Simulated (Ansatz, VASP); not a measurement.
## Cu3Au (Auricupride) in VASP and in Ansatz

```xyz
4
Lattice="3.7400 0.0000 0.0000 0.0000 3.7400 0.0000 0.0000 0.0000 3.7400" Properties=species:S:1:pos:R:3 pbc="T T T"
Au    0.0000    0.0000    0.0000
Cu    1.8700    1.8700    0.0000
Cu    1.8700    0.0000    1.8700
Cu    0.0000    1.8700    1.8700
```

Alike in both runs: task relaxation of cell and atoms; functional revPBE; dispersion D4; k mesh 7 × 7 × 7; occupations fermi-dirac, width 0.05 eV; no spin polarisation.

```csv
,VASP,Ansatz
version,VASP 6.6.1,Ansatz 0.2.0
potentials or method,"VASP PAW PBE potentials, release 64 (Au, Cu)",Ansatz PAW
plane-wave cutoff (eV),600,420
valence electrons in the cell,44,76
```

```csv
,VASP,Ansatz,Ansatz less VASP
"gap on the k mesh at the Fermi level, each at its own relaxed structure (eV)",none,none,-
relaxed volume (Å³/atom),12.85,12.83,-0.025
relaxed cell length with the largest relative difference (Å),3.718,3.716,-0.0024
energy change over the relaxation (meV/atom),-2,-2,-0.5
```

A gap of «none» marks a metal or a gap that the smearing closes. The two sets of potentials don't hold the same shells in valence.

Caveats: pairwise dispersion overbinds metals, which lowers pressure and volume; the PAW data sets were made with another functional, which shifts forces and pressure a little (VASP); the plane-wave basis is chosen anew once the cell has moved, so the energies of steps on either side of that aren't comparable (Ansatz); the PAW data sets come from PBE, with cores solved anew for the run's functional, which leaves a small shift of forces and pressure (Ansatz). The runs have no spin-orbit coupling, so splittings on Au are missing.
